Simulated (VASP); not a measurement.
# Pr (P6_3/mmc) in VASP: reference runs

How does Pr come out in PBE? The cell is run as given.

All numbers are computed with VASP 6.6.1; they aren't measurements. Logs are shortened: lines on timing, memory, paths and dates and some standing lists are left out, and cuts for length are marked.

### 1 The structure

The structure is hexagonal, space group P6_3/mmc (No. 194). The conventional cell has a = 3.669 Å, b = 3.669 Å, c = 5.920 Å, α = 90.00°, β = 90.00°, γ = 120.00°. Around Pr (site symmetry -6m2) lie 12 Pr at 3.64 to 3.67 Å.

This isn't the form of Pr at room conditions, which is double hcp.

### 2 Single point, PBE, collinear spin, ferromagnetic start

Contents of INCAR:

```
PREC = Accurate ; ENCUT = 520
EDIFF = 1E-7 ; ISMEAR = -1
SIGMA = 0.05 ; LREAL = F
LASPH = T ; NELM = 120
ALGO = Normal ; ISIF = 2
LWAVE = F ; LCHARG = T
ISPIN = 2 ; MAGMOM = 2 2
LORBIT = 11 ; LMAXMIX = 6
GGA = PE ; LELF = T
LVHAR = T ; NBANDS = 24
```

Contents of KPOINTS:

```
Automatic mesh
0
Gamma
  8 8 5
```

Contents of POSCAR:

```
Pr
1.0
    3.6690000000      0.0000000000      0.0000000000
   -1.8345000000      3.1774472065      0.0000000000
    0.0000000000      0.0000000000      5.9200000000
Pr
2
Direct
    0.6666666667      0.3333333333      0.7500000000
    0.3333333333      0.6666666667      0.2500000000
```

Potentials or basis: VASP PAW PBE potentials, release 64 (Pr).

On the command line:

```console
$ cat potpaw_PBE.64/Pr/POTCAR > POTCAR
$ mpirun -np 1 vasp_std > vasp.out
```

OUTCAR:

```text
PREC = Accurate
   ENCUT = 520
   EDIFF = 1E-7
   ISMEAR = -1
   LREAL = F
   LASPH = T
   NELM = 120
   ISIF = 2
   ISPIN = 2
   LORBIT = 11
   GGA = PE

 ion  position               nearest neighbor table
   1  0.667  0.333  0.750-
   2  0.333  0.667  0.250-

  LATTYP: Found a hexagonal cell.
 ALAT       =     3.6690000000
 C/A-ratio  =     1.6135186699

  Lattice vectors:

 A1 = (   3.6690000000,   0.0000000000,   0.0000000000)
 A2 = (  -1.8345000000,   3.1774472065,   0.0000000000)
 A3 = (   0.0000000000,   0.0000000000,   5.9200000000)

Analysis of symmetry for initial positions (statically):
=====================================================================
 Subroutine PRICEL returns:
 Original cell was already a primitive cell.

 Routine SETGRP: Setting up the symmetry group for a
 hexagonal supercell.

 Subroutine GETGRP returns: Found 24 space group operations
 (whereof 12 operations were pure point group operations)
 out of a pool of 24 trial point group operations.

The static configuration has the point symmetry D_3d.
 The point group associated with its full space group is D_6h.

Analysis of symmetry for dynamics (positions and initial velocities):
=====================================================================
 Subroutine PRICEL returns:
 Original cell was already a primitive cell.

 Routine SETGRP: Setting up the symmetry group for a
 hexagonal supercell.

 Subroutine GETGRP returns: Found 24 space group operations
 (whereof 12 operations were pure point group operations)
 out of a pool of 24 trial point group operations.

The dynamic configuration has the point symmetry D_3d.
 The point group associated with its full space group is D_6h.

Analysis of structural, dynamic, and magnetic symmetry:
=====================================================================
 Subroutine PRICEL returns:
 Original cell was already a primitive cell.

 Routine SETGRP: Setting up the symmetry group for a
 hexagonal supercell.

 Subroutine GETGRP returns: Found 24 space group operations
 (whereof 12 operations were pure point group operations)
 out of a pool of 24 trial point group operations.

The overall configuration has the point symmetry D_3d.
 The point group associated with its full space group is D_6h.

 Subroutine INISYM returns: Found 24 space group operations
 (whereof 12 operations are pure point group operations),
 and found     1 'primitive' translations

----------------------------------------------------------------------------------------

                                     Primitive cell

  volume of cell :      69.0157

  direct lattice vectors                    reciprocal lattice vectors
     3.669000000  0.000000000  0.000000000     0.272553829  0.157359027  0.000000000
    -1.834500000  3.177447207  0.000000000     0.000000000  0.314718054  0.000000000
     0.000000000  0.000000000  5.920000000     0.000000000  0.000000000  0.168918919

  length of vectors
     3.669000000  3.669000000  5.920000000     0.314718054  0.314718054  0.168918919

  position of ions in fractional coordinates (direct lattice)
     0.666666667  0.333333333  0.750000000
     0.333333333  0.666666667  0.250000000

  ion indices of the primitive-cell ions
   primitive index   ion index
                 1           1
                 2           2

----------------------------------------------------------------------------------------

 KPOINTS: Automatic mesh

Automatic generation of k-mesh.
 Grid dimensions read from file:
 generate k-points for:    8    8    5

 Generating k-lattice:

  Cartesian coordinates                     Fractional coordinates (reciprocal lattice)
     0.034069229  0.019669878  0.000000000     0.125000000 -0.000000000  0.000000000
     0.000000000  0.039339757  0.000000000     0.000000000  0.125000000  0.000000000
     0.000000000  0.000000000  0.033783784     0.000000000  0.000000000  0.200000000

  Length of vectors
     0.039339757  0.039339757  0.033783784

  Shift w.r.t. Gamma in fractional coordinates (k-lattice)
     0.000000000  0.000000000  0.000000000

 Subroutine IBZKPT returns following result:
 ===========================================

 Found     30 irreducible k-points:

 Following reciprocal coordinates:
            Coordinates               Weight
  0.000000  0.000000  0.000000      1.000000
  0.125000  0.000000  0.000000      6.000000
  0.250000  0.000000  0.000000      6.000000
  0.375000  0.000000  0.000000      6.000000
  0.500000  0.000000  0.000000      3.000000
  0.125000  0.125000  0.000000      6.000000
[... 16 lines left out ...]
  0.250000  0.000000  0.400000     12.000000
  0.375000  0.000000  0.400000     12.000000
 [... further k-points ...]
   k-points           NKPTS =     30   k-points in BZ     NKDIM =     30   number of bands    NBANDS=     24
   number of dos      NEDOS =    301   number of ions     NIONS =      2
   total plane-waves  NPLWV =  37632
   dimension x,y,z NGX =    28 NGY =   28 NGZ =   48
   dimension x,y,z NGXF=    56 NGYF=   56 NGZF=   96
   ions per type =               2
   NGX,Y,Z   is equivalent  to a cutoff of  12.69, 12.69, 13.48 a.u.
   NGXF,Y,Z  is equivalent  to a cutoff of  25.37, 25.37, 26.96 a.u.
 SYSTEM =  unknown system
   PREC   = accura    normal or accurate (medium, high low for compatibility)
   ISTART =      0    job   : 0-new  1-cont  2-samecut
   ICHARG =      2    charge: 1-file 2-atom 10-const
   ISPIN  =      2    spin polarized calculation?
   LNONCOLLINEAR =      F non collinear calculations
   LSORBIT =      F    spin-orbit coupling
   LASPH  =      T    aspherical Exc in radial PAW
   ENCUT  =  520.0 eV  38.22 Ry    6.18 a.u.   6.82  6.82 11.01*2*pi/ulx,y,z
   NELM   =    120;   NELMIN=  2; NELMDL= -5     # of ELM steps
   EDIFF  = 0.1E-06   stopping-criterion for ELM
   LREAL  =      F    real-space projection
   EDIFFG = 0.1E-05   stopping-criterion for IOM
   NSW    =      0    number of steps for IOM
   IBRION =     -1    ionic relax: 0-MD 1-quasi-New 2-CG
   NFREE  =      0    steps in history (QN), initial steepest desc. (CG)
   ISIF   =      2    stress and relaxation
   ISYM   =      2    0-nonsym 1-usesym 2-fastsym
   POTIM  = 0.5000    time-step for ionic-motion
   TEBEG  =    0.0;   TEEND  =   0.0 temperature during run
   PSTRESS=    0.0 pullay stress
   NELECT =      26.0000    total number of electrons
   NUPDOWN=      -1.0000    fix difference up-down
   EMIN   =  10.00;   EMAX   =-10.00  energy-range for DOS
   EFERMI =   0.00;   METHOD = LEGACY
   ISMEAR =    -1;   SIGMA  =   0.05  broadening in eV -4-tet -1-fermi 0-gaus
   EFERMI_NEDOS =   21; number of points for ismear=-14 and -15
   IALGO  =     38    algorithm
   IMIX   =      4    mixing-type and parameters
     AMIX     =   0.40;   BMIX     =  1.00
     AMIX_MAG =   1.60;   BMIX_MAG =  1.00
  volume/ion in A,a.u.               =      34.51       232.87
  Fermi-wavevector in a.u.,A,eV,Ry     =   1.182361  2.234338 19.020633  1.397977
  Thomas-Fermi vector in A             =   2.318616
   LORBIT       =     11    0 simple, 1 ext, 2 COOP (PROOUT), +10 PAW based schemes
   GGA     = PE    functional components
   LHFCALC =     F    Hartree Fock is set to
   AEXX    =    0.0000 exact exchange contribution
   IVDW    =     0    specifies the selected vdW correction
   LEPSILON=     F    determine dielectric tensor
   LRPA    =     F    only Hartree local field effects (RPA)
 spin polarized calculation
  energy-cutoff  :      520.00
  volume of cell :       69.02
 maximum number of plane-waves:      1874
 NGX is ok and might be reduce to    28
   NGX = 13   NGY = 13   NGZ = 23

 number of electron      26.0000001 magnetization       5.5001413

 Free energy of the ion-electron system (eV)
  ---------------------------------------------------
  ext. energy  EPLUGINS =         0.00000000
  ---------------------------------------------------
  free energy    TOTEN  =       -10.93393315 eV

  energy without entropy =      -10.81031944  energy(sigma->0) =      -10.87212629

 E-fermi :   6.1559     XC(G=0):  -9.9304

 val. band max:        6.1556415608   @ k =   0.1250   0.0000   0.4000
 cond. band min:       6.1562493348   @ k =   0.5000   0.0000   0.0000
 fundamental gap:      0.0006077740
 Fermi energy:         6.1559305786

 spin component 1

 k-point     1 :       0.0000    0.0000    0.0000
  band No.  band energies     occupation
      1     -29.9792      1.00000
      2     -29.8049      1.00000
      3     -12.6615      1.00000
      4     -11.5179      1.00000
      5     -11.5179      1.00000
      6     -11.3460      1.00000
[... 16 lines left out ...]
     23       7.0570      0.00000
     24       7.0714      0.00000

 k-point     2 :       0.1250    0.0000    0.0000
  band No.  band energies     occupation
      1     -29.9583      1.00000
      2     -29.7955      1.00000
      3     -12.6008      1.00000
      4     -11.6678      1.00000
      5     -11.5643      1.00000
      6     -11.4965      1.00000
[... 16 lines left out ...]
     23       6.9587      0.00000
     24       6.9920      0.00000

 k-point     3 :       0.2500    0.0000    0.0000
  band No.  band energies     occupation
      1     -29.9054      1.00000
      2     -29.7749      1.00000
      3     -12.4357      1.00000
      4     -12.0203      1.00000
      5     -11.8394      1.00000
      6     -11.6684      1.00000
[... 16 lines left out ...]
     23       6.6679      0.00004
     24       6.8234      0.00000
[... 514 lines left out ...]
 k-point    23 :       0.2500    0.0000    0.4000
  band No.  band energies     occupation
      1     -29.8608      1.00000
      2     -29.8205      1.00000
      3     -12.2943      1.00000
      4     -12.1212      1.00000
      5     -11.7593      1.00000
      6     -11.5843      1.00000
[... 16 lines left out ...]
     23       6.7215      0.00001
     24       6.7756      0.00000

 k-point    24 :       0.3750    0.0000    0.4000
  band No.  band energies     occupation
      1     -29.8163      1.00000
      2     -29.7898      1.00000
      3     -12.4855      1.00000
      4     -12.3991      1.00000
      5     -11.7829      1.00000
      6     -11.6664      1.00000
[... 16 lines left out ...]
     23       6.6619      0.00004
     24       6.7281      0.00001

 [... further k-points ...]

 spin component 2

 k-point     1 :       0.0000    0.0000    0.0000
  band No.  band energies     occupation
      1     -28.8819      1.00000
      2     -28.6976      1.00000
      3     -11.8543      1.00000
      4     -10.6273      1.00000
      5     -10.6273      1.00000
      6     -10.4929      1.00000
[... 16 lines left out ...]
     23       8.0039      0.00000
     24       8.0195      0.00000

 k-point     2 :       0.1250    0.0000    0.0000
  band No.  band energies     occupation
      1     -28.8598      1.00000
      2     -28.6876      1.00000
      3     -11.7913      1.00000
      4     -10.7849      1.00000
      5     -10.6767      1.00000
      6     -10.6066      1.00000
[... 16 lines left out ...]
     23       7.9509      0.00000
     24       7.9912      0.00000

 k-point     3 :       0.2500    0.0000    0.0000
  band No.  band energies     occupation
      1     -28.8037      1.00000
      2     -28.6656      1.00000
      3     -11.6202      1.00000
      4     -11.1549      1.00000
      5     -10.9643      1.00000
      6     -10.7868      1.00000
[... 16 lines left out ...]
     23       7.9771      0.00000
     24       8.0661      0.00000
[... 514 lines left out ...]
 k-point    23 :       0.2500    0.0000    0.4000
  band No.  band energies     occupation
      1     -28.7565      1.00000
      2     -28.7139      1.00000
      3     -11.4613      1.00000
      4     -11.2735      1.00000
      5     -10.8957      1.00000
      6     -10.7231      1.00000
[... 16 lines left out ...]
     23       8.0501      0.00000
     24       8.0869      0.00000

 k-point    24 :       0.3750    0.0000    0.4000
  band No.  band energies     occupation
      1     -28.7092      1.00000
      2     -28.6812      1.00000
      3     -11.6474      1.00000
      4     -11.5551      1.00000
      5     -10.9341      1.00000
      6     -10.7850      1.00000
[... 16 lines left out ...]
     23       8.2315      0.00000
     24       8.2508      0.00000

 [... further k-points ...]
[... 5 lines left out ...]
  --------------------------------------------------------------------------------------
  -------------------------------------------------------------------------------------
  Total       -0.1399692     -0.1399692      0.2477326     -0.0000000      0.0000000      0.0000000
  in kB       -3.2493412     -3.2493412      5.7510349     -0.0000000      0.0000000      0.0000000
  external PRESSURE =      -0.2492158 kB  Pullay stress =       0.0000000 kB

 VOLUME and BASIS-vectors are now :
 -----------------------------------------------------------------------------
  energy-cutoff  :      520.00
  volume of cell :       69.02
      direct lattice vectors                 reciprocal lattice vectors
     3.669000000  0.000000000  0.000000000     0.272553829  0.157359027  0.000000000
    -1.834500000  3.177447207  0.000000000     0.000000000  0.314718054  0.000000000
     0.000000000  0.000000000  5.920000000     0.000000000  0.000000000  0.168918919

 POSITION                                       TOTAL-FORCE (eV/Angst)
 -----------------------------------------------------------------------------------
      1.83450      1.05915      4.44000        -0.000000      0.000000      0.000000
     -0.00000      2.11830      1.48000         0.000000     -0.000000      0.000000
 -----------------------------------------------------------------------------------
    total drift:                               -0.000000      0.000000     -0.000000

  FREE ENERGIE OF THE ION-ELECTRON SYSTEM (eV)
  ---------------------------------------------------
  free  energy   TOTEN  =       -10.9339331471 eV

  energy  without entropy=      -10.8103194363  energy(sigma->0) =      -10.87212629

 total charge

# of ion       s       p       d       f       tot
--------------------------------------------------
    1        2.000   5.281   0.575   2.172  10.028
    2        2.000   5.281   0.575   2.172  10.028
--------------------------------------------------
tot          4.001  10.562   1.150   4.343  20.056

 magnetization (x)

# of ion       s       p       d       f       tot
--------------------------------------------------
    1       -0.009  -0.021   0.131   2.123   2.224
    2       -0.009  -0.021   0.131   2.123   2.224
--------------------------------------------------
tot         -0.018  -0.042   0.262   4.245   4.448
```

It took 4.7 min on 1 thread of Intel Xeon Platinum 8559C (Emerald Rapids), shared host; peak memory 0.27 GiB.

What came out:

* Free energy: -10.9339 eV
* Pressure: 0.0 GPa
* Band gap on the k mesh: none (metal or under the smearing width)
* Net moment: 5.50 μB per cell
* Site moments: Pr +2.22 μB
* Valence electrons inside the program's atomic spheres: Pr 10.03

Levels at points of the mesh, in eV from the Fermi level:
Spin up:
```
           k point  band 13  band 14  band 15  band 16  band 17  band 18  band 19  band 20
(0.00, 0.00, 0.00)    -0.37    -0.30    -0.05    -0.05     0.02     0.02     0.42     0.42
(0.50, 0.00, 0.00)    -0.23    -0.12    -0.07     0.00     0.09     0.12     0.22     0.24
```
Spin down:
| k point | band 6 | band 7 | band 8 | band 9 | band 10 | band 11 | band 12 | band 13 | band 14 | band 15 |
| --- | --- | --- | --- | --- | --- | --- | --- | --- | --- | --- |
| (0.00, 0.00, 0.00) | -16.65 | -16.60 | -16.60 | -3.26 | -1.44 | 1.39 | 1.39 | 1.44 | 1.45 | 1.45 |
| (0.50, 0.00, 0.00) | -17.09 | -16.98 | -16.76 | -1.22 | -0.86 | -0.85 | 1.16 | 1.40 | 1.40 | 1.41 |

Caveat: the magnetic or orbital state may not be the lowest; spin-orbit coupling is left out, which moves the levels of the heavy elements. The state reached can hang on the start; a lower one may exist.
